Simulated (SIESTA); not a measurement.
## Pb under changes of volume

One of the cells (30.323 Å³/atom); the others are scaled copies at fixed shape and fractional positions:

```
Pb
1.0
     0.00000    2.47502    2.47502
     2.47502    0.00000    2.47502
     2.47502    2.47502    0.00000
Pb
1
Direct
  0.00000 0.00000 0.00000
```

- Program: SIESTA 5.4.2
- Functional: LDA
- Potentials or basis: PseudoDojo 0.4 standard (LDA files)
- Basis: DZP (energy shift 0.003 Ry; two zetas on semicore shells)
- Grid cutoff: 500 Ry
- Energy shift: 0.003 Ry
- k mesh: 9 × 9 × 9
- Occupations: fermi-dirac, width 0.05 eV
- Spin: no spin polarisation

```csv
volume (Å³/atom),energy over the lowest point (meV/atom),pressure (GPa)
28.503,3.42,1.5
29.110,0.00,0.3
29.716,0.74,-0.7
30.323,5.04,-1.6
30.929,?,?
31.535,22.93,-3.0
32.142,35.68,-3.7
```

Question: What does the run at 30.929 Å³/atom give?

Answer: Energy over the lowest point 12.63 meV/atom; pressure -2.4 GPa.

Worked out: A Birch-Murnaghan fit of order 3 (a polynomial in V^(-2/3)) to the other rows has its minimum at 29.30 Å³/atom with B0 = V·E''(V) = 51 GPa and B' = 5.3. It gives 12.60 meV/atom at 30.929 Å³/atom, against the run's 12.63, and -dE/dV = -2.4 GPa, against -2.4.

Energies are extrapolated to zero smearing.

Caveats: the basis of atomic orbitals isn't converged, which shifts pressures, moduli and gaps.
